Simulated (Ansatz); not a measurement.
# Ga2O3 (Ga2O3): the cost of one run

Computed with Ansatz 0.2.0 (DFT LDA, scalar-relativistic, plane waves, PAW, unless a step's input says otherwise).

### 1 The starting structure

The structure is monoclinic, space group C2/m (No. 12). The conventional cell has a = 12.214 Å, b = 3.037 Å, c = 5.798 Å, α = 90.00°, β = 103.83°, γ = 90.00°. Ga (site symmetry m) is surrounded by 4 O at 1.83 to 1.86 Å. Around Ga (site symmetry m) lie 6 O at 1.94 to 2.07 Å. O (site symmetry m) is surrounded by 3 Ga at 1.83 to 1.94 Å. O (site symmetry m) is surrounded by 4 Ga at 1.86 to 2.07 Å.

Coordinates:

```cif
data_structure
_symmetry_space_group_name_H-M 'P 1'
_symmetry_Int_Tables_number 1
_cell_length_a 6.2930
_cell_length_b 6.2930
_cell_length_c 5.7981
_cell_angle_alpha 103.414
_cell_angle_beta 103.414
_cell_angle_gamma 27.928
_cell_volume 104.42
loop_
_atom_site_label
_atom_site_type_symbol
_atom_site_fract_x
_atom_site_fract_y
_atom_site_fract_z
_atom_site_occupancy
Ga1 Ga 0.09050 0.09050 0.79460 1
Ga2 Ga 0.90950 0.90950 0.20540 1
Ga3 Ga 0.65866 0.65866 0.31402 1
Ga4 Ga 0.34134 0.34134 0.68598 1
O1 O 0.16450 0.16450 0.10980 1
O2 O 0.83550 0.83550 0.89020 1
O3 O 0.17330 0.17330 0.56320 1
O4 O 0.82670 0.82670 0.43680 1
O5 O 0.49590 0.49590 0.25660 1
O6 O 0.50410 0.50410 0.74340 1
```

The structure rests on an entry of the Crystallography Open Database; cell or positions may have been set otherwise for this series.

### 2 Relaxing cell and atoms: Ga2O3 (Ga2O3), no spin

File input.yaml:

```yaml
crystal:
  lattice:
    - [6.107, -1.51855, 0.0]
    - [6.107, 1.51855, 0.0]
    - [-1.3859888959, 0.0, 5.630008738]
  atoms:
    - { symbol: Ga, position: [0.0905, 0.0905, 0.7946] }
    - { symbol: Ga, position: [0.9095, 0.9095, 0.2054] }
    - { symbol: Ga, position: [0.65866, 0.65866, 0.31402] }
    - { symbol: Ga, position: [0.34134, 0.34134, 0.68598] }
    - { symbol: O, position: [0.1645, 0.1645, 0.1098] }
    - { symbol: O, position: [0.8355, 0.8355, 0.8902] }
    - { symbol: O, position: [0.1733, 0.1733, 0.5632] }
    - { symbol: O, position: [0.8267, 0.8267, 0.4368] }
    - { symbol: O, position: [0.4959, 0.4959, 0.2566] }
    - { symbol: O, position: [0.5041, 0.5041, 0.7434] }
scf:
  occupations: { method: fixed }
output:
  forces: true
  stress: true
  eigenvalues: true
  write_density: true
  write_potential: true
  elf: true
  volumetric_format: npy
hamiltonian:
  xc: lda
kpoints:
  mp_grid: { grid: [2, 2, 2] }
basis:
  ecutwfc: 400
relax:
  f_tol: 0.002
  max_steps: 60
  cell: { stress_tol: 0.02 }
```

Launch:

```sh
$ ansatz run input.yaml --threads 4 --pin off --max-ram 10240MiB --backend cpu --events-out ev --progress --plain --runs-dir out
```

What time and memory should one allow on 4 threads of AMD EPYC 7R43 (Zen 3), shared host?

About 17 s, with a peak of 0.46 GiB.
